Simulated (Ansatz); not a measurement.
# TePb under changes of volume

One of the cells (33.730 Å³/atom); the others are scaled copies at fixed shape and fractional positions:

```
Pb Te
1.0
     0.00000    3.23100    3.23100
     3.23100    0.00000    3.23100
     3.23100    3.23100    0.00000
Pb Te
1 1
Direct
  0.00000 0.00000 0.00000
  0.50000 0.50000 0.50000
```

| Item | Value |
| --- | --- |
| Program | Ansatz 0.2.0 |
| Functional | PBE |
| Potentials or basis | JTH PAW |
| Cutoff | 1800 eV (not typed: the program's choice for these potentials) |
| k mesh | 7 × 7 × 7 |
| Occupations | fermi-dirac, width 0.05 eV |
| Spin | no spin polarisation |

```csv
volume (Å³/atom),energy over the lowest point (meV/atom),pressure (GPa)
31.706,57.04,5.5
32.380,36.61,4.2
33.055,21.17,3.1
33.730,10.22,2.1
34.404,?,?
35.079,0.02,0.4
35.753,0.00,-0.4
```

**Question.** What does the run at 34.404 Å³/atom give?

**Answer.** Energy over the lowest point 3.31 meV/atom; pressure 1.2 GPa.

Worked out: A Birch-Murnaghan fit of order 3 (a polynomial in V^(-2/3)) to the other rows has its minimum at 35.42 Å³/atom with B0 = V·E''(V) = 39 GPa and B' = 4.6. It gives 3.31 meV/atom at 34.404 Å³/atom, against the run's 3.31, and -dE/dV = 1.2 GPa, against 1.2.

Energies are extrapolated to zero smearing.
